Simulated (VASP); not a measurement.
SiO2: relaxation of cell and atoms with PBEsol

SiO2:

```
CELL_PARAMETERS angstrom
4.18650 0.00000 0.00000
0.00000 4.18650 0.00000
0.00000 0.00000 2.66840
ATOMIC_POSITIONS crystal
Si 0.00000 0.00000 0.00000
Si 0.50000 0.50000 0.50000
O 0.30590 0.30590 0.00000
O 0.19410 0.80590 0.50000
O 0.69410 0.69410 0.00000
O 0.80590 0.19410 0.50000
```

| Item | Value |
| --- | --- |
| Program | VASP 6.6.1 |
| Task | relaxation of cell and atoms |
| Functional | PBEsol |
| Potentials or basis | VASP PAW PBE potentials, release 64 (Si, O_s) |
| Cutoff | 480 eV |
| k mesh | 6 × 6 × 8 |
| Occupations | gaussian, width 0.02 eV |
| Spin | no spin polarisation |
| Further INCAR settings | ALGO = Normal; EDIFF = 1e-07; IBRION = 2; EDIFFG = -0.005; NSW = 90; ISIF = 3 |

The relaxed volume is 7.87 Å³/atom and the relaxed cell is a = 4.190 Å, b = 4.190 Å, c = 2.689 Å, α = 90.00°, β = 90.00°, γ = 90.00°. The space group after relaxing (to 0.05 Å) is P4_2/mnm (No. 136) and the energy gained by relaxing is 1.3 meV/atom. The ionic steps are 6. The pressure after relaxing is 0.0 GPa and the band gap on the k mesh is 5.27 eV, direct.

Step by step:
```csv
step,energy change (eV),largest force (eV/Å),pressure (GPa),volume (Å³)
1,0.0000,0.0969,3.62,46.77
2,0.0057,0.1682,-5.20,47.97
3,-0.0074,0.0225,-0.27,47.28
4,-0.0078,0.0257,-0.04,47.23
5,-0.0078,0.0194,-0.08,47.24
6,-0.0079,0.0004,0.02,47.21
```

Final structure:
```
Si O
1.0
     4.19017    0.00000    0.00000
     0.00000    4.19017    0.00000
     0.00000    0.00000    2.68907
Si O
2 4
Direct
  0.00000 0.00000 0.00000
  0.50000 0.50000 0.50000
  0.30556 0.30556 0.00000
  0.19444 0.80556 0.50000
  0.69444 0.69444 0.00000
  0.80556 0.19444 0.50000
```

Levels at points of the mesh, in eV from the valence-band top:
| k point | band 12 | band 13 | band 14 | band 15 | band 16 | band 17 | band 18 | band 19 | band 20 |
| --- | --- | --- | --- | --- | --- | --- | --- | --- | --- |
| (0.00, 0.00, 0.00) | -3.17 | -2.54 | -0.89 | -0.89 | 0.00 | 5.27 | 6.40 | 8.14 | 8.14 |
| (0.50, 0.00, 0.00) | -3.89 | -2.71 | -2.71 | -1.07 | -1.07 | 7.42 | 7.42 | 8.73 | 8.73 |
| (0.50, 0.50, 0.00) | -3.30 | -2.72 | -2.72 | -2.26 | -2.26 | 7.12 | 7.12 | 9.73 | 9.73 |
| (0.00, 0.00, 0.50) | -4.67 | -3.10 | -3.10 | -2.67 | -2.67 | 8.82 | 8.82 | 12.29 | 12.29 |
| (0.50, 0.00, 0.50) | -4.02 | -2.28 | -2.28 | -1.76 | -1.76 | 8.52 | 8.52 | 9.62 | 9.62 |
| (0.50, 0.50, 0.50) | -4.52 | -1.74 | -1.74 | -1.55 | -1.55 | 6.89 | 6.89 | 10.77 | 10.77 |

Wall time 83 s on 1 thread of Intel(R) Xeon(R) Platinum 8488C (Sapphire Rapids), with other jobs on the host, peak memory 0.16 GiB.

Caveat: the PAW data sets were made with another functional, which shifts forces and pressure a little. PBEsol gaps usually lie below the measured ones, often by a third to a half.
